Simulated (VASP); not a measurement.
# AlP: a GW calculation on PBE orbitals in VASP

INCAR, step 1 (ground state)

```
NELM = 120
ENCUT = 400
ISMEAR = 0
LREAL = .FALSE.
PREC = Accurate
LCHARG = .FALSE.
GGA = PE
SIGMA = 0.01
LWAVE = .TRUE.
EDIFF = 1E-7
LASPH = .TRUE.
```

INCAR, step 2 (empty bands)

```
PREC = Accurate
LWAVE = .TRUE.
NBANDS = 125
LREAL = .FALSE.
EDIFF = 1E-7
LOPTICS = .TRUE.
ISMEAR = 0
ENCUT = 400
LCHARG = .FALSE.
NELM = 1
ISTART = 1
SIGMA = 0.01
GGA = PE
ALGO = Exact
LASPH = .TRUE.
```

INCAR, step 3 (GW)

```
GGA = PE
ENCUTGW = 120
EDIFF = 1E-7
NELM = 120
LWAVE = .FALSE.
LCHARG = .FALSE.
PREC = Accurate
LASPH = .TRUE.
NOMEGA = 64
NBANDSGW = 12
LREAL = .FALSE.
ENCUTGWSOFT = 120
ISMEAR = 0
ISTART = 1
NBANDS = 125
PRECFOCK = Fast
ENCUT = 400
ALGO = EVGW0
SIGMA = 0.01
NELMGW = 1
```

KPOINTS

```
KPOINTS created by Atomic Simulation Environment
0
Gamma
6 6 6
0 0 0
```

POSCAR

```
Al P
 1.0000000000000000
     0.0000000000000000    2.7300000000000000    2.7300000000000000
     2.7300000000000000    0.0000000000000000    2.7300000000000000
     2.7300000000000000    2.7300000000000000    0.0000000000000000
 Al  P
   1   1
Cartesian
  0.0000000000000000  0.0000000000000000  0.0000000000000000
  1.3650000000000000  1.3650000000000000  1.3650000000000000
```

VASP ran with the GW set of PAW datasets (8 valence electrons in the cell).

From OUTCAR

```
k-points           NKPTS =     16   k-points in BZ     NKDIM =    216   number of bands    NBANDS=    125

   NELECT =       8.0000    total number of electrons

   dimension x,y,z NGX =    28 NGY =   28 NGZ =   28
   dimension x,y,z NGXF=    56 NGYF=   56 NGZF=   56

  energy-cutoff  :      400.00
  volume of cell :       40.69
      direct lattice vectors                 reciprocal lattice vectors
     0.000000000  2.730000000  2.730000000    -0.183150183  0.183150183  0.183150183
     2.730000000  0.000000000  2.730000000     0.183150183 -0.183150183  0.183150183
     2.730000000  2.730000000  0.000000000     0.183150183  0.183150183 -0.183150183

 k-points in reciprocal lattice and weights: KPOINTS created by Atomic Simulation Env
   0.00000000  0.00000000  0.00000000       0.005
   0.16666667  0.00000000  0.00000000       0.037
   0.33333333  0.00000000  0.00000000       0.037
   0.50000000  0.00000000  0.00000000       0.019
   0.16666667  0.16666667  0.00000000       0.028
   0.33333333  0.16666667  0.00000000       0.111
   0.50000000  0.16666667  0.00000000       0.111
  -0.33333333  0.16666667  0.00000000       0.111
   ...

 QP shifts <psi_nk| G(iteration)W_0 |psi_nk>: iteration 1
 for sc-GW calculations column KS-energies equals QP-energies in previous step
 and V_xc(KS)=  KS-energies - (<T + V_ion + V_H > + <T+V_H+V_ion>^1  + <V_x>^1)

 k-point   1 :       0.0000    0.0000    0.0000
  band No.  KS-energies  QP-energies   sigma(KS)   V_xc(KS)     V^pw_x(r,r')   Z            occupation Imag(sigma)

      1      -7.6394      -8.1840     -11.8980     -11.0776     -18.4222       0.6638       2.0000       1.2002
      2       3.8692       3.2272     -12.8067     -11.9604     -13.9638       0.7587       2.0000       0.0361
      3       3.8692       3.2272     -12.8067     -11.9604     -13.9638       0.7587       2.0000       0.0361
      4       3.8692       3.2272     -12.8067     -11.9604     -13.9638       0.7587       2.0000       0.0361
      5       7.1683       7.4732      -9.7512     -10.1464      -5.6610       0.7715       0.0000      -0.0616
      6       8.4254       8.7708      -9.2052      -9.6588      -4.9188       0.7614       0.0000      -0.0706
      7       8.4254       8.7708      -9.2052      -9.6588      -4.9188       0.7614       0.0000      -0.0706
      8       8.4254       8.7708      -9.2052      -9.6588      -4.9188       0.7614       0.0000      -0.0706
      9      12.6800      13.0656      -9.4122      -9.9324      -4.1728       0.7412       0.0000      -0.1804
     10      12.6800      13.0656      -9.4122      -9.9324      -4.1728       0.7412       0.0000      -0.1804
     11      14.1614      14.1432      -7.8262      -7.8021      -2.3179       0.7525       0.0000      -0.3172
     12      16.1365      16.1112      -8.0738      -8.0399      -2.1142       0.7431       0.0000      -0.5692

 k-point   2 :       0.1667    0.0000    0.0000
  band No.  KS-energies  QP-energies   sigma(KS)   V_xc(KS)     V^pw_x(r,r')   Z            occupation Imag(sigma)

      1      -7.3363      -7.8674     -11.9614     -11.1605     -18.3808       0.6631       2.0000       1.1527
      2       1.9971       1.3161     -12.0775     -11.1587     -13.7960       0.7411       2.0000       0.0518
      3       3.6266       2.9749     -12.6844     -11.8238     -13.9063       0.7573       2.0000       0.0364
      4       3.6266       2.9749     -12.6844     -11.8238     -13.9063       0.7573       2.0000       0.0364
      5       7.4927       7.8056      -9.4072      -9.8137      -5.3119       0.7697       0.0000      -0.0629
      6       8.8594       9.2081      -9.3014      -9.7625      -4.8723       0.7564       0.0000      -0.0766
      7       8.8594       9.2081      -9.3014      -9.7625      -4.8723       0.7564       0.0000      -0.0766
      8       9.5279       9.8332      -9.9609     -10.3684      -5.3935       0.7493       0.0000      -0.0870
      9      12.0472      12.3523      -9.0583      -9.4678      -3.9454       0.7451       0.0000      -0.1677
     10      12.0472      12.3523      -9.0583      -9.4678      -3.9454       0.7451       0.0000      -0.1677
     11      14.7309      14.6487      -7.7713      -7.6623      -2.1082       0.7542       0.0000      -0.3968
     12      16.0309      16.0545      -8.1741      -8.2054      -2.3127       0.7530       0.0000      -0.4898

 k-point   3 :       0.3333    0.0000    0.0000
  band No.  KS-energies  QP-energies   sigma(KS)   V_xc(KS)     V^pw_x(r,r')   Z            occupation Imag(sigma)

      1      -6.5470      -7.0612     -12.2129     -11.4509     -18.3456       0.6748       2.0000       1.0193
      2      -0.4694      -1.1827     -11.4846     -10.4694     -14.3723       0.7026       2.0000       0.1283
      3       3.2550       2.5818     -12.5825     -11.6896     -13.9456       0.7539       2.0000       0.0393
      4       3.2550       2.5818     -12.5825     -11.6896     -13.9456       0.7539       2.0000       0.0393
      5       6.9192       7.2113      -9.2876      -9.6648      -5.3612       0.7743       0.0000      -0.0586
      6       8.9113       9.2352      -9.0355      -9.4616      -4.5940       0.7600       0.0000      -0.0781
      7       8.9113       9.2352      -9.0355      -9.4616      -4.5940       0.7600       0.0000      -0.0781
      8      11.8020      11.9532      -9.3934      -9.6003      -4.0446       0.7308       0.0000      -0.1897
      9      12.9785      13.2607      -9.3561      -9.7376      -3.8893       0.7399       0.0000      -0.2474
     10      12.9785      13.2607      -9.3561      -9.7376      -3.8893       0.7399       0.0000      -0.2474
     11      14.1985      14.2174      -8.2894      -8.3146      -2.7048       0.7508       0.0000      -0.3359
     12      19.1469      19.3019      -8.9972      -9.2097      -2.4898       0.7290       0.0000      -0.7451

 k-point   4 :       0.5000    0.0000    0.0000
  band No.  KS-energies  QP-energies   sigma(KS)   V_xc(KS)     V^pw_x(r,r')   Z            occupation Imag(sigma)

      1      -5.9600      -6.4565     -12.5262     -11.7982     -18.4525       0.6820       2.0000       0.9266
      2      -1.6618      -2.3781     -11.0447     -10.0075     -14.5019       0.6905       2.0000       0.2195
      3       3.1051       2.4235     -12.5642     -11.6563     -13.9907       0.7508       2.0000       0.0408
      4       3.1051       2.4235     -12.5642     -11.6563     -13.9907       0.7508       2.0000       0.0408
      5       6.6805       6.9666      -9.2964      -9.6649      -5.4351       0.7765       0.0000      -0.0569
      6       8.6832       8.9914      -8.8862      -9.2898      -4.5154       0.7633       0.0000      -0.0751
      7       8.6832       8.9914      -8.8862      -9.2898      -4.5154       0.7633       0.0000      -0.0751
      8      12.1444      12.1100      -8.2248      -8.1781      -2.8302       0.7380       0.0000      -0.2203
      9      15.3463      15.6965      -9.9991     -10.4771      -3.9816       0.7326       0.0000      -0.4399
     10      15.3463      15.6965      -9.9991     -10.4771      -3.9816       0.7326       0.0000      -0.4399
     11      15.7099      15.8281      -9.3537      -9.5139      -3.3534       0.7375       0.0000      -0.4395
     12      16.4897      16.6000      -9.2994      -9.4508      -2.8645       0.7282       0.0000      -0.6100

 k-point   5 :       0.1667    0.1667    0.0000
  band No.  KS-energies  QP-energies   sigma(KS)   V_xc(KS)     V^pw_x(r,r')   Z            occupation Imag(sigma)

      1      -7.2340      -7.7658     -11.9821     -11.1881     -18.3662       0.6697       2.0000       1.1361
      2       2.1725       1.5151     -12.2808     -11.3966     -13.9165       0.7435       2.0000       0.0504
      3       3.1231       2.4492     -12.3929     -11.4976     -13.7616       0.7527       2.0000       0.0392
      4       3.1231       2.4492     -12.3929     -11.4976     -13.7616       0.7527       2.0000       0.0392
      5       7.4580       7.7307      -8.8953      -9.2485      -4.8632       0.7722       0.0000      -0.0628
      6       8.5536       8.8567      -9.8205     -10.2201      -5.4730       0.7584       0.0000      -0.0726
      7       9.7256      10.0852      -9.6441     -10.1255      -4.9781       0.7471       0.0000      -0.0916
      8       9.7256      10.0852      -9.6441     -10.1255      -4.9781       0.7471       0.0000      -0.0916
      9      10.9819      11.2371      -9.0072      -9.3466      -4.1605       0.7523       0.0000      -0.1251
     10      13.2026      13.5763      -9.4611      -9.9638      -4.0702       0.7435       0.0000      -0.2288
     11      15.9556      15.9965      -8.1783      -8.2327      -2.3338       0.7513       0.0000      -0.4641
     12      16.9623      16.9365      -8.2415      -8.2070      -2.1110       0.7483       0.0000      -0.6434

 ...
```

| Quantity | Value |
| --- | --- |
| PBE gap on the mesh | 1.58 eV |
| G₀W₀ gap on the mesh | 2.31 eV |

These GW values are short of the basis and mesh limit.
